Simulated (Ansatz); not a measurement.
HfB2:

```
CELL_PARAMETERS angstrom
3.14000 0.00000 0.00000
-1.57000 2.71932 0.00000
0.00000 0.00000 3.48000
ATOMIC_POSITIONS crystal
Hf 0.00000 0.00000 0.00000
B 0.66667 0.33333 0.50000
B 0.33333 0.66667 0.50000
```

Base run:

- Program: Ansatz 0.2.0
- Functional: revPBE
- Potentials or basis: Ansatz PAW
- Cutoff: 420 eV
- Density cutoff: 1680 eV
- k mesh: 10 × 10 × 8
- Occupations: fermi-dirac, width 0.05 eV
- Spin: no spin polarisation

Its results: band gap on the k mesh none (metal or under the smearing width); pressure 4.6 GPa.

Problem. After a change of settings the same cell gave: band gap on the k mesh none (metal or under the smearing width); pressure 5.6 GPa. Which change was it?
A. functional from revPBE to RPBE
B. functional from revPBE to PBEsol; hubbard terms from none to Hf d U = 3 eV; hubbard projectors from none to ortho-atomic (the default)
C. functional from revPBE to PBE; occupations from fermi-dirac, width 0.05 eV to gaussian, width 0.019 eV
D. functional from revPBE to LDA; hubbard terms from none to Hf d U = 6 eV; hubbard projectors from none to ortho-atomic (the default)

Solution. A.

Caveats: the potentials were made for another functional, which shifts forces and pressure; the PAW data sets come from PBE, with cores solved anew for the run's functional, which leaves a small shift of forces and pressure.

Not every run made on this cell is shown here.
